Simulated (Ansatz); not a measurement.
# Tl: distorted cells

Theory: DFT PBEsol, scalar-relativistic, plane waves, PAW (Ansatz 0.2.0).

Cutoff 420 eV; k points 12×12×4 on the computed 4-atom cell (Γ-centred); Gaussian smearing, width 0.10 eV; no spin polarisation.

Reference cell:

```yaml
crystal:
  lattice:
    - [3.50864, 0.00000, 0.00000]
    - [-1.75432, 3.03857, 0.00000]
    - [0.00000, 0.00000, 11.26560]
  atoms:
    - { symbol: Tl, position: [0.00000, 0.00000, 0.00000] }
    - { symbol: Tl, position: [0.33333, 0.66667, 0.25000] }
    - { symbol: Tl, position: [0.00000, 0.00000, 0.50000] }
    - { symbol: Tl, position: [0.66667, 0.33333, 0.75000] }
```

Each variant moves atoms of this cell by the vectors given, if any (Å), and then applies a symmetric strain (tensor components, Cartesian axes). The reference cell isn't relaxed at this level. Energies are per atom at zero smearing, counted from the lowest variant. Pressure is positive in compression.

1. no strain; moves: Tl1 (0.000, 0.375, 0.000)
2. strain (xx yy zz yz xz xy, %) -1.72 7.84 6.72 0.00 0.90 0.00; moves: Tl1 (0.176, 0.167, 0.100); Tl2 (-0.176, -0.123, -0.100); Tl3 (0.176, -0.167, 0.100); Tl4 (-0.176, 0.123, -0.100)
3. no strain; moves: Tl2 (0.090, 0.000, 0.000)
4. strain (xx yy zz yz xz xy, %) 4.83 4.83 3.33 0.00 0.00 0.00; moves: Tl2 (0.000, 0.000, -0.141); Tl4 (0.000, 0.000, 0.141)

| variant | ΔE (meV/atom) | P (GPa) | largest force (eV/Å) | space group |
| --- | --- | --- | --- | --- |
| 1 | 1.5 | -1.67 | 0.04 | Cm |
| 2 | 79.6 | -3.61 | 0.20 | Cc |
| 3 | 0.0 | -1.76 | 0.00 | Pm |
| 4 | 82.2 | -3.91 | 0.11 | P-3m1 |

Spin–orbit coupling is left out, which can shift energies with elements as heavy as these.